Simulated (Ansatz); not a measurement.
# How settings move the G0W0 gap of TlCl (Pm-3m)

TlCl (Pm-3m) from a database structure, relaxed with r2SCAN+rVV10; one-shot G0W0 in Ansatz without spin-orbit coupling. Spin-unpolarised throughout; all numbers are computed.

Space group Pm-3m (No. 221). a = 3.794 Å, b = 3.794 Å, c = 3.794 Å, α = 90.00°, β = 90.00°, γ = 90.00°
```csv
atom,site,symmetry,x,y,z
Tl,1a,m-3m,0.0000,0.0000,0.0000
Cl,1b,m-3m,0.5000,0.5000,0.5000
```

Gaps are read over the mesh points alone. G0W0 values are finite-basis, finite-mesh values.
```tsv
start	potentials	frequency model	mesh	empty bands	screening cutoff (eV)	Kohn-Sham gap (eV)	G0W0 gap (eV)
PBE	PAW	contour deformation	4×4×4	162	120	1.99	3.00
PBE	PAW	contour deformation	4×4×4	404	220	1.99	3.16
PBE	PAW	contour deformation	4×4×4	743	300	1.99	3.21
HSE06	PAW	contour deformation	4×4×4	404	220	2.74	3.61
r2SCAN	PAW	contour deformation	4×4×4	404	220	2.41	3.47
PBE0	PAW	contour deformation	4×4×4	404	220	3.39	3.82
PBE	PAW	Godby-Needs pole	4×4×4	404	220	1.99	3.13
PBE	PAW	contour deformation	8×8×8	88	80	1.99	2.93
PBE	norm-conserving	contour deformation	4×4×4	404	220	2.00	3.14
```

Over the mesh points the PBE gap of 1.99 eV becomes a quasiparticle gap of 3.21 eV (direct at X), a change of +1.22 eV. Renormalisation factors Z lie between 0.71 and 0.81.

Raising bands and cutoff together moves the gap by +0.16 eV (120 to 220 eV), then +0.05 eV (220 to 300 eV); the last step is still large, so the basis limit isn't reached. Starting from HSE06 (2.74 eV against PBE's 1.99 eV) gives 3.61 eV, +0.45 eV from G0W0@PBE at the same screening cutoff. Starting from r2SCAN (2.41 eV against PBE's 1.99 eV) gives 3.47 eV, +0.31 eV from G0W0@PBE at the same screening cutoff. Starting from PBE0 (3.39 eV against PBE's 1.99 eV) gives 3.82 eV, +0.66 eV from G0W0@PBE at the same screening cutoff. The Godby-Needs plasmon pole differs from contour deformation by -0.03 eV. Norm-conserving potentials (wave cutoff 820 eV against 420 eV) shift the quasiparticle gap by -0.02 eV and the PBE gap by +0.01 eV. r2SCAN runs take a wave cutoff of 500 eV.

The program warns that the k mesh is coarse for exact exchange in some of these runs, so their gaps aren't converged.

With a shallow d shell on the cation, G0W0 converges slowly in bands and cutoff, so these values are in doubt.
